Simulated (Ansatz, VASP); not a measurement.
## One calculation of TiB4, two programs

```xyz
5
Lattice="3.7477 0.0000 0.0000 0.0000 3.7477 0.0000 0.0000 0.0000 3.7477" Properties=species:S:1:pos:R:3 pbc="T T T"
Ti    0.0000    0.0000    0.0000
B     1.2627    1.2627    1.2627
B     2.4850    2.4850    1.2627
B     1.2627    2.4850    2.4850
B     2.4850    1.2627    2.4850
```

Change from the starting cell: species swapped into the SnI4 type (P-43m, No. 215).

Alike in both runs: functional PBE; k mesh 10 × 10 × 10; occupations gaussian, width 0.1 eV; no spin polarisation.

Ansatz relaxed the structure, and its values are those at the end. VASP's run is a single point on that final structure, the one shown.

|  | VASP | Ansatz |
| --- | --- | --- |
| version | VASP 6.6.1 | Ansatz 0.2.0 |
| potentials or method | VASP PAW PBE potentials, release 64 (Ti_sv, B) | scalar-relativistic, plane waves, PAW |
| plane-wave cutoff (eV) | 520 | 420 |
| valence electrons in the cell | 24 | 24 |

|  | VASP | Ansatz | Ansatz less VASP |
| --- | --- | --- | --- |
| gap on the k mesh at the Fermi level (eV) | none | none | - |
| pressure (GPa) | 0.0 | 0.0 | -0.01 |
| rms of the force components (eV/Å) | 0.009 | 0.000 | -0.0093 |

A gap of «none» marks a metal or a gap that the smearing closes.
